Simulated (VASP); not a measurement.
# ZnSnN2 (P-4m2) in VASP: a series of runs, part 2 of 2

VASP 6.6.1. Earlier steps stand in the parts before.

## 4. Single point, r2SCAN

The input, INCAR:

```
SYSTEM = ZnSnN2
PREC     = Accurate       ! precision mode
ENCUT    = 520            ! plane-wave cutoff, eV
EDIFF    = 1E-6           ! SCF threshold, eV
ISMEAR   = 0              ! smearing method
SIGMA    = 0.1            ! smearing width, eV
LREAL    = .FALSE.        ! projectors in reciprocal space
LASPH    = .TRUE.         ! aspherical terms in the spheres
NELM     = 150            ! most SCF steps
ALGO     = Normal         ! electronic algorithm
ISIF     = 2              ! what is computed and relaxed
LWAVE    = .FALSE.        ! write WAVECAR
LCHARG   = .FALSE.        ! write CHGCAR
METAGGA  = R2SCAN         ! meta-GGA
LMIXTAU  = .TRUE.       
KPAR     = 4
```

The input, KPOINTS:

```
Automatic mesh
0
G
  10 10 8
  0 0 0
```

The input, POSCAR:

```
ZnSnN2                                  
1.0
    3.4152411655      0.0000000000      0.0000000000
    0.0000000000      3.4152411655      0.0000000000
    0.0000000000      0.0000000000      4.7705506250
  Zn              Sn              N             
     1     1     2
Direct
     0.0000000000000000    1.0000000000000000    1.0000000000000000
     0.5000000000000000    0.5000000000000000    0.5000000000000000
     0.0000000000000000    0.5000000000000000    0.2446311679891590
     0.5000000000000000    1.0000000000000000    0.7553688320108412
```

Potentials or basis: VASP PAW PBE potentials, release 64 (Zn, Sn_d, N).

The run is started by

```console
cat potpaw_PBE.64/Zn/POTCAR potpaw_PBE.64/Sn_d/POTCAR potpaw_PBE.64/N/POTCAR > POTCAR
mpirun -np 4 vasp_std > vasp.out
```

OUTCAR:

```text
SYSTEM = ZnSnN2
   PREC = Accurate
   ENCUT = 520
   EDIFF = 1E-6
   ISMEAR = 0
   LREAL = .FALSE.
   LASPH = .TRUE.
   NELM = 150
   ISIF = 2
   METAGGA = R2SCAN

 ion  position               nearest neighbor table
   1  0.000  0.000  0.000-   3 2.07   4 2.07   3 2.07   4 2.07   2 3.39   2 3.39   2 3.39   2 3.39
                             2 3.39   2 3.39   2 3.39   2 3.39
   2  0.500  0.500  0.500-   3 2.10   4 2.10   4 2.10   3 2.10   1 3.39   1 3.39   1 3.39   1 3.39
                             1 3.39   1 3.39   1 3.39   1 3.39
   3  0.000  0.500  0.245-   1 2.07   1 2.07   2 2.10   2 2.10
   4  0.500  0.000  0.755-   1 2.07   1 2.07   2 2.10   2 2.10

  LATTYP: Found a simple tetragonal cell.
 ALAT       =     3.4152411655
 C/A-ratio  =     1.3968415095

  Lattice vectors:

 A1 = (   3.4152411655,   0.0000000000,   0.0000000000)
 A2 = (   0.0000000000,   3.4152411655,   0.0000000000)
 A3 = (   0.0000000000,   0.0000000000,   4.7705506250)

Analysis of symmetry for initial positions (statically):
=====================================================================
 Subroutine PRICEL returns:
 Original cell was already a primitive cell.

 Routine SETGRP: Setting up the symmetry group for a
 simple tetragonal supercell.

 Subroutine GETGRP returns: Found  8 space group operations
 (whereof  8 operations were pure point group operations)
 out of a pool of 16 trial point group operations.

The static configuration has the point symmetry D_2d.

Analysis of symmetry for dynamics (positions and initial velocities):
=====================================================================
 Subroutine PRICEL returns:
 Original cell was already a primitive cell.

 Routine SETGRP: Setting up the symmetry group for a
 simple tetragonal supercell.

 Subroutine GETGRP returns: Found  8 space group operations
 (whereof  8 operations were pure point group operations)
 out of a pool of 16 trial point group operations.

The dynamic configuration has the point symmetry D_2d.

 Subroutine INISYM returns: Found  8 space group operations
 (whereof  8 operations are pure point group operations),
 and found     1 'primitive' translations

----------------------------------------------------------------------------------------

                                     Primitive cell

  volume of cell :      55.6431

  direct lattice vectors                    reciprocal lattice vectors
     3.415241165  0.000000000  0.000000000     0.292805091  0.000000000  0.000000000
     0.000000000  3.415241165  0.000000000     0.000000000  0.292805091  0.000000000
     0.000000000  0.000000000  4.770550625     0.000000000  0.000000000  0.209619408

  length of vectors
     3.415241165  3.415241165  4.770550625     0.292805091  0.292805091  0.209619408

  position of ions in fractional coordinates (direct lattice)
     0.000000000  0.000000000  0.000000000
     0.500000000  0.500000000  0.500000000
     0.000000000  0.500000000  0.244631168
     0.500000000  0.000000000  0.755368832

  ion indices of the primitive-cell ions
   primitive index   ion index
                 1           1
                 2           2
                 3           3
[... 25 lines left out ...]

 Found    105 irreducible k-points:

 Following reciprocal coordinates:
            Coordinates               Weight
  0.000000  0.000000  0.000000      1.000000
  0.100000  0.000000  0.000000      4.000000
  0.200000  0.000000  0.000000      4.000000
  0.300000  0.000000  0.000000      4.000000
  0.400000  0.000000  0.000000      4.000000
  0.500000  0.000000  0.000000      2.000000
[... 16 lines left out ...]
  0.100000  0.000000  0.125000      8.000000
  0.200000  0.000000  0.125000      8.000000
 [... further k-points ...]
   k-points           NKPTS =    105   k-points in BZ     NKDIM =    105   number of bands    NBANDS=     22
   number of dos      NEDOS =    301   number of ions     NIONS =      4
   total plane-waves  NPLWV =  28224
   dimension x,y,z NGX =    28 NGY =   28 NGZ =   36
   dimension x,y,z NGXF=    56 NGYF=   56 NGZF=   72
   ions per type =               1   1   2
   NGX,Y,Z   is equivalent  to a cutoff of  13.63, 13.63, 12.55 a.u.
   NGXF,Y,Z  is equivalent  to a cutoff of  27.26, 27.26, 25.09 a.u.
 SYSTEM =  ZnSnN2
   PREC   = accura    normal or accurate (medium, high low for compatibility)
   ISTART =      0    job   : 0-new  1-cont  2-samecut
   ICHARG =      2    charge: 1-file 2-atom 10-const
   ISPIN  =      1    spin polarized calculation?
   LNONCOLLINEAR =      F non collinear calculations
   LSORBIT =      F    spin-orbit coupling
   LASPH  =      T    aspherical Exc in radial PAW
   ENCUT  =  520.0 eV  38.22 Ry    6.18 a.u.   6.35  6.35  8.87*2*pi/ulx,y,z
   NELM   =    150;   NELMIN=  2; NELMDL= -5     # of ELM steps
   EDIFF  = 0.1E-05   stopping-criterion for ELM
   LREAL  =      F    real-space projection
   EDIFFG = 0.1E-04   stopping-criterion for IOM
   NSW    =      0    number of steps for IOM
   IBRION =     -1    ionic relax: 0-MD 1-quasi-New 2-CG
   NFREE  =      0    steps in history (QN), initial steepest desc. (CG)
   ISIF   =      2    stress and relaxation
   ISYM   =      2    0-nonsym 1-usesym 2-fastsym
   POTIM  = 0.5000    time-step for ionic-motion
   TEBEG  =    0.0;   TEEND  =   0.0 temperature during run
   PSTRESS=    0.0 pullay stress
   NELECT =      36.0000    total number of electrons
   NUPDOWN=      -1.0000    fix difference up-down
   EMIN   =  10.00;   EMAX   =-10.00  energy-range for DOS
   EFERMI =   0.00;   METHOD = LEGACY
   ISMEAR =     0;   SIGMA  =   0.10  broadening in eV -4-tet -1-fermi 0-gaus
   EFERMI_NEDOS =   21; number of points for ismear=-14 and -15
   IALGO  =     38    algorithm
   IMIX   =      4    mixing-type and parameters
     AMIX     =   0.40;   BMIX     =  1.00
     AMIX_MAG =   1.60;   BMIX_MAG =  1.00
  volume/ion in A,a.u.               =      13.91        93.87
  Fermi-wavevector in a.u.,A,eV,Ry     =   1.415920  2.675700 27.277343  2.004828
  Thomas-Fermi vector in A             =   2.537308
   LORBIT       =      0    0 simple, 1 ext, 2 COOP (PROOUT), +10 PAW based schemes
   METAGGA = R2SCAN    functional components
   LHFCALC =     F    Hartree Fock is set to
   AEXX    =    0.0000 exact exchange contribution
   IVDW    =     0    specifies the selected vdW correction
   LEPSILON=     F    determine dielectric tensor
   LRPA    =     F    only Hartree local field effects (RPA)
 non-spin polarized calculation
 Gauss-broadening in eV      SIGMA  =   0.10
  energy-cutoff  :      520.00
  volume of cell :       55.64
 maximum number of plane-waves:      1514
 NGX is ok and might be reduce to    28
   NGX = 13   NGY = 13   NGZ = 17

 number of electron      36.0000011 magnetization

 Free energy of the ion-electron system (eV)
  ---------------------------------------------------
  ext. energy  EPLUGINS =         0.00000000
  ---------------------------------------------------
  free energy    TOTEN  =       -52.29224894 eV

  energy without entropy =      -52.29215380  energy(sigma->0) =      -52.29220137

 E-fermi :   4.9823     XC(G=0): -11.7014

 val. band max:        4.8486836637   @ k =   0.0000   0.0000   0.0000
 cond. band min:       5.0618590269   @ k =   0.0000   0.0000   0.0000
 fundamental gap:      0.2131753632
 Fermi energy:         4.9822732584

 k-point     1 :       0.0000    0.0000    0.0000
  band No.  band energies     occupation
      1     -16.8914      2.00000
      2     -16.6024      2.00000
      3     -16.6024      2.00000
      4     -16.5516      2.00000
      5     -16.4305      2.00000
      6     -11.3489      2.00000
[... 589 lines left out ...]
     21      11.7290      0.00000
     22      13.5570      0.00000

 [... further k-points ...]

------------------------ aborting loop because EDIFF is reached ----------------------------------------

  FORCE on cell =-STRESS in cart. coord.  units (eV):
  Direction    XX          YY          ZZ          XY          YZ          ZX
  --------------------------------------------------------------------------------------
  -------------------------------------------------------------------------------------
  Total       -1.5896993     -1.5896993     -1.6245264      0.0000000      0.0000000      0.0000000
  in kB      -45.7735204    -45.7735204    -46.7763234      0.0000000      0.0000000      0.0000000
  external PRESSURE =     -46.1077881 kB  Pullay stress =       0.0000000 kB

 VOLUME and BASIS-vectors are now :
 -----------------------------------------------------------------------------
  energy-cutoff  :      520.00
  volume of cell :       55.64
      direct lattice vectors                 reciprocal lattice vectors
     3.415241165  0.000000000  0.000000000     0.292805091  0.000000000  0.000000000
     0.000000000  3.415241165  0.000000000     0.000000000  0.292805091  0.000000000
     0.000000000  0.000000000  4.770550625     0.000000000  0.000000000  0.209619408

 POSITION                                       TOTAL-FORCE (eV/Angst)
 -----------------------------------------------------------------------------------
      0.00000      0.00000      0.00000        -0.000000     -0.000000      0.000000
      1.70762      1.70762      2.38528         0.000000      0.000000      0.000000
      0.00000      1.70762      1.16703         0.000000     -0.000000      0.133338
      1.70762      0.00000      3.60353         0.000000     -0.000000     -0.133338
 -----------------------------------------------------------------------------------
    total drift:                                0.000000      0.000000      0.000000

  FREE ENERGIE OF THE ION-ELECTRON SYSTEM (eV)
  ---------------------------------------------------
  free  energy   TOTEN  =       -52.2922489394 eV

  energy  without entropy=      -52.2921537956  energy(sigma->0) =      -52.29220137
```

Run time: 3.8 min. Hardware: 4 MPI ranks of Intel Xeon Platinum 8488C (Sapphire Rapids), shared host; peak memory 0.27 GiB.

Results:

| Item | Value |
| --- | --- |
| Free energy | -52.2922 eV |
| Pressure | -4.6 GPa |
| Largest force | 0.133 eV/Å |
| Band gap on the k mesh | 0.21 eV, direct |

Forces in eV/Å, atoms in the order of the input:
```
Zn   0.000  0.000  0.000
Sn   0.000  0.000  0.000
N    0.000  0.000  0.133
N    0.000  0.000 -0.133
```

Levels at points of the mesh, in eV from the valence-band top:
```tsv
k point	band 15	band 16	band 17	band 18	band 19	band 20	band 21	band 22
(0.00, 0.00, 0.00)	-2.91	-0.02	0.00	0.00	0.21	3.01	6.51	9.47
(0.50, 0.00, 0.00)	-2.99	-2.69	-1.71	-0.54	4.08	5.88	6.52	7.68
(0.50, 0.50, 0.00)	-3.42	-2.56	-2.56	-1.90	3.15	3.15	5.32	7.60
(0.00, 0.00, 0.50)	-2.07	-2.07	-0.94	-0.94	3.05	3.56	7.27	7.59
(0.50, 0.00, 0.50)	-1.70	-1.19	-0.68	-0.48	2.77	4.56	7.33	7.69
(0.50, 0.50, 0.50)	-3.48	-3.48	-3.33	-2.81	5.58	5.58	6.11	9.03
```

Caveat: the PAW data sets were made with another functional, which shifts forces and pressure a little; spin-orbit coupling is left out, which moves the levels of the heavy elements. r2SCAN opens gaps a little over a GGA but as a rule still falls short of measured ones.
